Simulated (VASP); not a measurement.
A convergence study with VASP on SrF2 (fluorite): one setting is varied, all else stays as given below, so the limit is that of these other settings. Each run relaxes cell and ions; the cell shown is the tightest run's result.

```xyz
3
Lattice="0.0000 2.9298 2.9298 2.9298 0.0000 2.9298 2.9298 2.9298 0.0000" Properties=species:S:1:pos:R:3 pbc="T T T"
Sr     0.0000     0.0000     0.0000
F      1.4649     1.4649     1.4649
F      4.3947     4.3947     4.3947
```

Calculation: PBE GGA, VASP's PBE PAW potentials (set 64) (plane waves; VASP). The tightest run used: 700 eV cut-off, 10×10×10 Γ-centred mesh, Gaussian smearing of 0.050 eV, potentials Sr_sv F.

The reference is 10×10×10 mesh, which took about 70 core-seconds. The timings are rough (shared machines, no repeats); factors under 2 mean little.

Problem. Of the settings 2×2×2 mesh; 3×3×3 mesh; 4×4×4 mesh; 5×5×5 mesh; 6×6×6 mesh; 7×7×7 mesh; 8×8×8 mesh; 9×9×9 mesh; 10×10×10 mesh, which is the lowest that keeps the difference from the reference in relaxed volume (Å³/atom) within 0.02 from there on, and what does it cost?

Solution. 3×3×3 mesh; its cost over the reference is about 1/4.
```
setting        difference in relaxed volume (Å³/atom)  cost over the reference
-------------  --------------------------------------  -----------------------
2×2×2 mesh                                      0.099                about 1/5
3×3×3 mesh                                      0.001                about 1/4
4×4×4 mesh                                      0.000                about 1/3
5×5×5 mesh                                      0.000                about 1/3
6×6×6 mesh                                      0.000                about 1/2
7×7×7 mesh                                      0.000                about 1/2
8×8×8 mesh                                      0.000     within a factor of 2
9×9×9 mesh                                      0.000     within a factor of 2
10×10×10 mesh                                   0.000                reference
```

Left out are rungs that failed or repeat a setting and relaxations that didn't move; long series are thinned to 24 rows.

The compound is SrF2 in the fluorite structure.
